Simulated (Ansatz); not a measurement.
Ni (simple hexagonal type), DFT, PBE, all-electron LAPW, scalar-relativistic (Ansatz 0.2.0), on 1 thread of Arm Neoverse V2 (shared host).

Command: `ansatz run input.yaml --threads 1 --pin off --max-ram 3072MiB --backend cpu --events-out ev --progress --plain --runs-dir out`

```yaml
crystal:
  lattice:
    - [1.7956181332, 0.0, 0.0]
    - [-0.8978090666, 1.5550509188, 0.0]
    - [0.0, 0.0, 1.6984941785]
  atoms:
    - { symbol: Ni, position: [0.0, 0.0, 0.0], spin: 1.0 }
magnetization:
  spin_polarized: true
kpoints:
  mp_grid: { grid: [18, 18, 17] }
  band_path:
    path:
      - [0.0, 0.0, 0.0]
      - [0.5, 0.0, 0.0]
      - [0.3333333333, 0.3333333333, 0.0]
      - [0.0, 0.0, 0.0]
      - [0.0, 0.0, 0.5]
      - [0.5, 0.0, 0.5]
      - [0.3333333333, 0.3333333333, 0.5]
      - [0.0, 0.0, 0.5]
      - [0.5, 0.0, 0.5]
    npoints: 8
scf:
  occupations: { method: fermi_dirac, width: 0.1 }
hamiltonian:
  xc: pbe
  pseudopotentials: { kind: all_electron, lapw: { basis_error: 0.001 } }
output:
  forces: true
  stress: true
  eigenvalues: true
  populations: true
  dos: { projected: true, de: 0.2, e_range: [-14, 8] }
```

(1) How large is the problem that the program sets up?

(2) About how long does it take, and how much memory?

## Answers

(1) 333 irreducible k-points, 211 plane waves at Γ, 18 bands.

(2) 62 s of wall time for 9 SCF iterations, with a peak of 0.68 GiB. Times on shared machines scatter by tens of per cent.
